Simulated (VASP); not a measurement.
# Sb (R-3m) in VASP: further runs

One crystal, Sb, is run at these levels: vdW-DF-cx, vdW-DF, revTPSS+D3(BJ), r2SCAN; tasks: phonons, density of states, equation of state.

Everything below comes from runs of VASP 6.6.1. Logs are shortened: lines on timing, memory, paths and dates and some standing lists are left out, and cuts for length are marked.

## Step 1: The structure

It takes space group R-3m (No. 166, trigonal). The conventional cell has a = 4.308 Å, b = 4.308 Å, c = 11.274 Å, α = 90.00°, β = 90.00°, γ = 120.00°. Sb (site symmetry 3m) has 3 Sb at 2.91 Å as nearest neighbours.

## Step 2: Phonons, vdW-DF-cx (atoms moved at random, drawn with an rms of 0.1 Å)

POSCAR

```
Sb
1.0
    2.1542000000      1.2437279499      3.7580000000
   -2.1542000000      1.2437279499      3.7580000000
    0.0000000000     -2.4874558998      3.7580000000
Sb
2
Cartesian
    0.0495552168     -0.0357820531      8.5348802340
    0.0661856408     -0.0504630178      2.6443768280
```

INCAR.step1

```
SYSTEM = Sb
  PREC = Accurate
  ENCUT = 600
  EDIFF = 1E-8
  ISMEAR = 0
  SIGMA = 0.05
  LREAL = .False.
  LASPH = .True.
  NELM = 80
  ALGO = Normal
  ISIF = 3
  LWAVE = .False.
  LCHARG = .False.
  GGA = CX
  LUSE_VDW = .True.
  AGGAC = 0.0
  IBRION = 2
  NSW = 40
  EDIFFG = -0.002
```

INCAR.step2

```
SYSTEM = Sb
  PREC = Accurate
  ENCUT = 600
  EDIFF = 1E-8
  ISMEAR = 0
  SIGMA = 0.05
  LREAL = .False.
  LASPH = .True.
  NELM = 80
  ALGO = Normal
  ISIF = 2
  LWAVE = .False.
  LCHARG = .False.
  GGA = CX
  LUSE_VDW = .True.
  AGGAC = 0.0
  IBRION = 6
  NFREE = 2
  POTIM = 0.015
  NSW = 1
```

KPOINTS

```
Automatic mesh
0
Gamma
  6 6 6
  0 0 0
```

Potentials or basis: VASP PAW PBE potentials, release 64 (Sb).

Run with:

```
$ cat potpaw_PBE.64/Sb/POTCAR > POTCAR
$ cp INCAR.step1 INCAR
$ mpirun -np 1 vasp_std > vasp.out
$ cp CONTCAR POSCAR
$ cp INCAR.step2 INCAR
$ mpirun -np 1 vasp_std > vasp.out
```

OUTCAR:

```text
SYSTEM = Sb
   PREC = Accurate
   ENCUT = 600
   EDIFF = 1E-8
   ISMEAR = 0
   LREAL = .False.
   LASPH = .True.
   NELM = 80
   ISIF = 2
   GGA = CX
   IBRION = 6
   NFREE = 2
   POTIM = 0.015
   NSW = 1

 ion  position               nearest neighbor table
   1  0.769  0.743  0.773-   2 2.93   2 2.93   2 2.93   2 3.36   2 3.36   2 3.36
   2  0.238  0.211  0.241-   1 2.93   1 2.93   1 2.93   1 3.36   1 3.36   1 3.36

  LATTYP: Found a base centered monoclinic cell.
 ALAT       =    14.6029148202
 B/A-ratio  =     0.2970007156
 C/A-ratio  =     0.3091768120
 COS(beta)  =    -0.9037598900

  Lattice vectors:

 A1 = (   4.3377670077,  -5.0083985564,  -3.7567665968)
 A2 = (   6.5063586684,  -1.2524113687,  -3.7567092067)
 A3 = (  -2.1689436149,   1.2522762060,   3.7565480495)

Analysis of symmetry for initial positions (statically):
=====================================================================
 Subroutine PRICEL returns:
 Original cell was already a primitive cell.

 Routine SETGRP: Setting up the symmetry group for a
 base centered monoclinic supercell.

 Subroutine GETGRP returns: Found  2 space group operations
 (whereof  1 operations were pure point group operations)
 out of a pool of  4 trial point group operations.

The static configuration has the point symmetry C_1 .
 The point group associated with its full space group is S_2 .

Analysis of symmetry for dynamics (positions and initial velocities):
=====================================================================
 Subroutine PRICEL returns:
 Original cell was already a primitive cell.

 Routine SETGRP: Setting up the symmetry group for a
 base centered monoclinic supercell.

 Subroutine GETGRP returns: Found  2 space group operations
 (whereof  1 operations were pure point group operations)
 out of a pool of  4 trial point group operations.

The dynamic configuration has the point symmetry C_1 .
 The point group associated with its full space group is S_2 .

 Subroutine INISYM returns: Found  2 space group operations
 (whereof  1 operations are pure point group operations),
 and found     1 'primitive' translations

----------------------------------------------------------------------------------------

                                     Primitive cell

  volume of cell :      61.1980

  direct lattice vectors                    reciprocal lattice vectors
     2.168471439  1.252141043  3.756386892     0.230559511  0.133122252  0.088742310
    -2.168943615  1.252276206  3.756548049    -0.230544621  0.133108029  0.088718071
    -0.000120222 -2.503846144  3.756329502    -0.000004999 -0.266240060  0.088750428

  length of vectors
     4.514484251  4.514882651  4.514339028     0.280632179  0.280605535  0.280642848

  position of ions in fractional coordinates (direct lattice)
     0.769371374  0.742564984  0.773270148
     0.237531626  0.210610016  0.241440852

  ion indices of the primitive-cell ions
   primitive index   ion index
                 1           1
                 2           2

----------------------------------------------------------------------------------------

 KPOINTS: Automatic mesh

Automatic generation of k-mesh.
 Grid dimensions read from file:
 generate k-points for:    6    6    6

 Generating k-lattice:

  Cartesian coordinates                     Fractional coordinates (reciprocal lattice)
     0.038426585  0.022187042  0.014790385     0.166666667 -0.000000000  0.000000000
    -0.038424104  0.022184672  0.014786345     0.000000000  0.166666667  0.000000000
    -0.000000833 -0.044373343  0.014791738     0.000000000  0.000000000  0.166666667
[... 69 lines left out ...]
   NUPDOWN=      -1.0000    fix difference up-down
   EMIN   =  10.00;   EMAX   =-10.00  energy-range for DOS
   EFERMI =   0.00;   METHOD = LEGACY
   ISMEAR =     0;   SIGMA  =   0.05  broadening in eV -4-tet -1-fermi 0-gaus
   EFERMI_NEDOS =   21; number of points for ismear=-14 and -15
   IALGO  =     38    algorithm
   IMIX   =      4    mixing-type and parameters
     AMIX     =   0.40;   BMIX     =  1.00
     AMIX_MAG =   1.60;   BMIX_MAG =  1.00
  volume/ion in A,a.u.               =      30.60       206.49
  Fermi-wavevector in a.u.,A,eV,Ry     =   0.895012  1.691328 10.898911  0.801047
  Thomas-Fermi vector in A             =   2.017290
   LORBIT       =      0    0 simple, 1 ext, 2 COOP (PROOUT), +10 PAW based schemes
   GGA     = CX    functional components
   LHFCALC =     F    Hartree Fock is set to
   AEXX    =    0.0000 exact exchange contribution
   IVDW_NL    =     1    kernel type
   BPARAM     = 6.3000
   IVDW    =     0    specifies the selected vdW correction
   LEPSILON=     F    determine dielectric tensor
   LRPA    =     F    only Hartree local field effects (RPA)
 finite differences with symmetry
 non-spin polarized calculation
 Gauss-broadening in eV      SIGMA  =   0.05
  energy-cutoff  :      600.00
  volume of cell :       61.20
 maximum number of plane-waves:      2062
   NGX = 19   NGY = 19   NGZ = 19

--------------------------------------- Ionic step        1  -------------------------------------------

 number of electron      10.0000000 magnetization

 Free energy of the ion-electron system (eV)
  ---------------------------------------------------
  ext. energy  EPLUGINS =         0.00000000
  ---------------------------------------------------
  free energy    TOTEN  =        -4.73030376 eV

  energy without entropy =       -4.72949813  energy(sigma->0) =       -4.72990095

------------------------ aborting loop because EDIFF is reached ----------------------------------------

  FORCE on cell =-STRESS in cart. coord.  units (eV):
  Direction    XX          YY          ZZ          XY          YZ          ZX
  --------------------------------------------------------------------------------------
  -------------------------------------------------------------------------------------
  Total       -0.0022368     -0.0017102      0.0018610      0.0002792     -0.0003053      0.0001284
  in kB       -0.0585589     -0.0447731      0.0487220      0.0073095     -0.0079924      0.0033613
  external PRESSURE =      -0.0182033 kB  Pullay stress =       0.0000000 kB
[... 215 lines left out ...]
--------------------------------------- Ionic step        7  -------------------------------------------

 number of electron      10.0000000 magnetization

 Free energy of the ion-electron system (eV)
  ---------------------------------------------------
  ext. energy  EPLUGINS =         0.00000000
  ---------------------------------------------------
  free energy    TOTEN  =        -4.72973162 eV

  energy without entropy =       -4.72887367  energy(sigma->0) =       -4.72930265

 E-fermi :   7.0240     XC(G=0):  -9.5445

 val. band max:        6.7943185416   @ k =   0.0000   0.5000   0.0000
 cond. band min:       7.0255111354   @ k =   0.1667   0.1667   0.3333
 fundamental gap:      0.2311925938
 Fermi energy:         7.0240040818

 k-point     1 :       0.0000    0.0000    0.0000
  band No.  band energies     occupation
      1      -5.5878      2.00000
      2       2.1034      2.00000
      3       4.9933      2.00000
      4       5.2492      2.00000
      5       5.2501      2.00000
      6       9.1767      0.00000
      7       9.7007      0.00000
      8       9.7012      0.00000
      9      12.0581      0.00000
[... 265 lines left out ...]
 k-point    24 :       0.5000    0.0000    0.1667
  band No.  band energies     occupation
      1      -3.3860      2.00000
      2      -2.0820      2.00000
      3       3.5615      2.00000
      4       4.4910      2.00000
      5       5.1009      2.00000
      6       8.4236      0.00000
      7       8.6340      0.00000
      8       9.7183      0.00000
      9      12.5493      0.00000

 [... further k-points ...]

------------------------ aborting loop because EDIFF is reached ----------------------------------------

  FORCE on cell =-STRESS in cart. coord.  units (eV):
  Direction    XX          YY          ZZ          XY          YZ          ZX
  --------------------------------------------------------------------------------------
  -------------------------------------------------------------------------------------
  Total       -0.0638513     -0.0635458     -0.0896367      0.0001264     -0.0003859      0.0002383
  in kB       -1.6716424     -1.6636427     -2.3467093      0.0033104     -0.0101026      0.0062377
  external PRESSURE =      -1.8939981 kB  Pullay stress =       0.0000000 kB
[... 21 lines left out ...]
  energy  without entropy=       -4.7288736725  energy(sigma->0) =       -4.72930265

Total vdW correction in eV:      2.3376691

 INTERNAL STRAIN TENSORS FROM DISPLACED ATOMS
 ============================================

 INTERNAL STRAIN TENSOR FOR ION    1 for displacements in x,y,z  (eV/Angst):
          X           Y           Z          XY          YZ          ZX
  --------------------------------------------------------------------------------
  x    -0.00170     0.00534     0.01153    -1.70903     0.00188     3.70840
  y    -1.72084     1.71360    -0.01363    -0.00387     3.71576     0.00294
  z     4.19049     4.20179     5.98985     0.00814     0.00471    -0.00649

 INTERNAL STRAIN TENSOR FOR ION    2 for displacements in x,y,z  (eV/Angst):
          X           Y           Z          XY          YZ          ZX
  --------------------------------------------------------------------------------
  x     0.00170    -0.00534    -0.01153     1.70903    -0.00188    -3.70840
  y     1.72084    -1.71360     0.01363     0.00387    -3.71576    -0.00294
  z    -4.19049    -4.20179    -5.98985    -0.00814    -0.00471     0.00649

 Eigenvectors and eigenvalues of the dynamical matrix
 ----------------------------------------------------

   1 f  =    4.559130 THz    28.645859 2PiTHz  152.076212 cm-1    18.855039 meV
             X         Y         Z           dx          dy          dz
      0.057685 -0.042892  8.584195    -0.001697    0.001565    0.707103
      0.058250 -0.043366  2.590359     0.001697   -0.001565   -0.707103
[... 16 lines left out ...]
   5 f  =    0.000000 THz     0.000000 2PiTHz    0.000001 cm-1     0.000000 meV
             X         Y         Z           dx          dy          dz
      0.057685 -0.042892  8.584195     0.702734    0.054564   -0.056458
      0.058250 -0.043366  2.590359     0.702734    0.054564   -0.056458

   6 f/i=    0.000000 THz     0.000000 2PiTHz    0.000002 cm-1     0.000000 meV
             X         Y         Z           dx          dy          dz
      0.057685 -0.042892  8.584195     0.066179   -0.685232    0.161486
      0.058250 -0.043366  2.590359     0.066179   -0.685232    0.161486

 ELASTIC MODULI CONTR FROM IONIC RELAXATION (kBar)
 Direction    XX          YY          ZZ          XY          YZ          ZX
 --------------------------------------------------------------------------------
 XX        -120.7995    -57.3535   -127.3112     -0.1633     68.8026      0.0164
 YY         -57.3535   -120.6500   -126.8925      0.0802    -68.3208     -0.3109
 ZZ        -127.3112   -126.8925   -181.4373      0.1045      0.6821     -0.5663
 XY          -0.1633      0.0802      0.1045    -31.4015      0.1581     68.1372
 YZ          68.8026    -68.3208      0.6821      0.1581   -148.3554     -0.1253
 ZX           0.0164     -0.3109     -0.5663     68.1372     -0.1253   -147.8502
 --------------------------------------------------------------------------------
```

Run time: 25 min. Hardware: 1 thread of Intel Xeon 6975P-C (Granite Rapids), shared host; peak memory 0.49 GiB.

What came out:

- Relaxed volume: 30.60 Å³/atom
- Relaxed cell: a = 4.514 Å, b = 4.515 Å, c = 4.514 Å, α = 57.42°, β = 57.42°, γ = 57.42°
- Space group after relaxing (to 0.05 Å): R-3m (No. 166)
- Highest phonon frequency at Γ: 152 cm⁻¹

The path:
```
step  energy change (eV)  largest force (eV/Å)  pressure (GPa)  volume (Å³)
   1              0.0000                0.3925           -0.56        60.41
   2             -0.0114                0.1692            0.72        59.50
   3             -0.0117                0.1275            0.98        59.33
   4             -0.0196                0.0414            0.33        60.40
   5             -0.0202                0.0103            0.13        60.75
   6             -0.0202                0.0074            0.11        60.79
   7             -0.0206                0.0301           -0.05        61.00
   8             -0.0206                0.0306           -0.05        61.00
   9             -0.0210                0.0263            0.02        61.02
  10             -0.0211                0.0208            0.09        61.03
  11             -0.0212                0.0186           -0.05        61.23
  12             -0.0212                0.0188           -0.04        61.21
  13             -0.0212                0.0072           -0.01        61.23
  14             -0.0213                0.0091           -0.01        61.24
  15             -0.0213                0.0065            0.00        61.23
  16             -0.0213                0.0031            0.00        61.20
  17             -0.0213                0.0025            0.00        61.20
  18             -0.0213                0.0032           -0.01        61.20
  19             -0.0213                0.0006            0.00        61.20
```

Final structure:
```cif
data_structure
_symmetry_space_group_name_H-M 'P 1'
_symmetry_Int_Tables_number 1
_cell_length_a 4.5145
_cell_length_b 4.5149
_cell_length_c 4.5143
_cell_angle_alpha 57.418
_cell_angle_beta 57.418
_cell_angle_gamma 57.419
_cell_volume 61.20
loop_
_atom_site_label
_atom_site_type_symbol
_atom_site_fract_x
_atom_site_fract_y
_atom_site_fract_z
_atom_site_occupancy
Sb1 Sb 0.76937 0.74257 0.77327 1
Sb2 Sb 0.23753 0.21061 0.24144 1
```

Phonon frequencies in cm⁻¹ (negative: imaginary):
```tsv
q point	frequencies
(0.000, 0.000, 0.000)	0 0 0 104 104 152
```

Caveat: the PAW data sets were made with another functional, which shifts forces and pressure a little.

## Step 3: Density of states, vdW-DF (atoms moved at random, drawn with an rms of 0.1 Å)

run.py

```python
from ase.calculators.vasp import Vasp
from ase.dft.dos import DOS
from ase.io import read

atoms = read('Sb.xyz')
calc = Vasp(
    directory='calc',
    xc='vdw-df',
    pp='PBE',
    setups='materialsproject',
    prec='Accurate',
    encut=520,
    ediff=1e-07,
    ismear=0,
    sigma=0.05,
    lreal=False,
    lasph=True,
    nelm=60,
    algo='Normal',
    isif=2,
    lwave=False,
    lcharg=False,
    lorbit=11,
    kpts=[8, 8, 8],
    gamma=True,
    nbands=12,
)
atoms.calc = calc

print('energy (eV):', atoms.get_potential_energy())
print('free energy (eV):', atoms.get_potential_energy(force_consistent=True))
print('forces (eV/A):')
print(atoms.get_forces())
print('stress (eV/A^3, Voigt):', atoms.get_stress())
print('Fermi level (eV):', calc.get_fermi_level())
dos = DOS(calc, width=0.1, window=(-10, 10), npts=301)
print('E - E_F (eV), DOS (1/eV)')
for e, g in zip(dos.get_energies(), dos.get_dos()):
    print(f'{e:8.3f} {g:10.4f}')
```

Sb.xyz

```xyz
2
Lattice="2.1542000000 1.2437279499 3.7580000000 -2.1542000000 1.2437279499 3.7580000000 0.0000000000 -2.4874558998 3.7580000000" Properties=species:S:1:pos:R:3 pbc="T T T"
Sb    -0.0270739856     -0.0478909884      8.7285750700
Sb    -0.0139570618     -0.1041112230      2.6295139380
```

Potentials or basis: VASP PAW PBE potentials, release 64 (Sb).

Run with:

```
$ python run.py
```

Run time: 2.5 min. Hardware: 1 thread of Intel Xeon 6975P-C (Granite Rapids), shared host; peak memory 0.55 GiB.

It converged, with:

```
Free energy                                           : -3.2076 eV
Pressure                                              : 7.5 GPa
Largest force                                         : 0.893 eV/Å
Band gap on the k mesh                                : none (metal or under the smearing width)
Valence electrons inside the program's atomic spheres : Sb 2.44
```

Forces on the atoms (eV/Å):
```
Sb   0.052 -0.267 -0.850
Sb  -0.052  0.267  0.850
```

Stress tensor (GPa, compression positive):
```
 6.98  0.12 -0.19
 0.12  8.30  0.99
-0.19  0.99  7.10
```

Levels at points of the mesh, in eV from the Fermi level:
```csv
k point,band 3,band 4,band 5,band 6,band 7,band 8
"(0.00, 0.00, 0.00)",-2.10,-1.97,-1.90,1.64,2.35,2.68
"(0.50, 0.00, 0.00)",-2.32,-2.00,-0.30,-0.29,0.46,0.82
"(0.00, 0.50, 0.00)",-2.35,-1.97,-0.33,-0.31,0.46,0.82
"(0.00, 0.00, 0.50)",-2.25,-2.11,-0.33,-0.13,0.54,0.74
"(0.50, 0.50, 0.00)",-5.16,-3.77,-3.73,1.54,4.88,5.61
"(0.50, 0.00, 0.50)",-5.38,-3.83,-3.62,1.35,4.92,5.79
"(0.00, 0.50, 0.50)",-5.33,-3.81,-3.65,1.39,4.92,5.75
"(0.50, 0.50, 0.50)",-1.77,-1.43,-0.74,0.03,0.38,1.29
```

States per cell in windows of 0.5 eV (zero at the Fermi level; states under -8 eV left out):
```csv
from (eV),total,Sb1_p,Sb2_p,Sb1_d,Sb2_d,Sb1_s,Sb2_s
-8.0,0.22,0.01,0.01,0.00,0.00,0.06,0.06
-7.5,0.14,0.00,0.00,0.00,0.00,0.04,0.04
-7.0,0.13,0.00,0.00,0.00,0.00,0.04,0.04
-6.5,0.05,0.00,0.00,0.00,0.00,0.01,0.01
-6.0,0.05,0.00,0.00,0.00,0.00,0.02,0.02
-5.5,0.26,0.04,0.04,0.00,0.00,0.00,0.00
-5.0,0.49,0.08,0.08,0.00,0.00,0.01,0.01
-4.5,0.55,0.10,0.10,0.00,0.00,0.01,0.01
-4.0,0.66,0.12,0.12,0.00,0.00,0.01,0.01
-3.5,0.87,0.16,0.16,0.00,0.00,0.01,0.01
-3.0,0.62,0.12,0.12,0.00,0.00,0.01,0.01
-2.5,0.78,0.15,0.15,0.00,0.00,0.02,0.02
-2.0,0.69,0.14,0.14,0.00,0.00,0.02,0.02
-1.5,0.53,0.10,0.10,0.00,0.00,0.02,0.02
-1.0,0.44,0.08,0.08,0.00,0.00,0.02,0.02
-0.5,0.10,0.02,0.02,0.00,0.00,0.01,0.01
0.0,0.17,0.03,0.03,0.00,0.00,0.01,0.01
0.5,0.86,0.14,0.14,0.01,0.01,0.04,0.04
1.0,0.73,0.13,0.13,0.01,0.01,0.03,0.03
1.5,0.62,0.10,0.10,0.02,0.02,0.01,0.01
2.0,0.80,0.14,0.14,0.02,0.02,0.02,0.02
2.5,0.68,0.14,0.14,0.01,0.01,0.01,0.01
3.0,0.67,0.12,0.12,0.02,0.02,0.01,0.01
3.5,0.56,0.11,0.11,0.02,0.02,0.01,0.01
4.0,0.43,0.07,0.07,0.02,0.02,0.00,0.00
4.5,0.94,0.12,0.12,0.05,0.05,0.01,0.01
5.0,0.74,0.10,0.10,0.03,0.03,0.01,0.01
5.5,0.72,0.07,0.07,0.05,0.05,0.00,0.00
6.0,0.67,0.06,0.06,0.05,0.05,0.00,0.00
6.5,0.51,0.03,0.03,0.05,0.05,0.00,0.00
7.0,0.47,0.02,0.02,0.05,0.05,0.00,0.00
7.5,0.75,0.03,0.03,0.08,0.08,0.00,0.00
```

Caveat: the PAW data sets were made with another functional, which shifts forces and pressure a little.

[end of part 1 of 2]
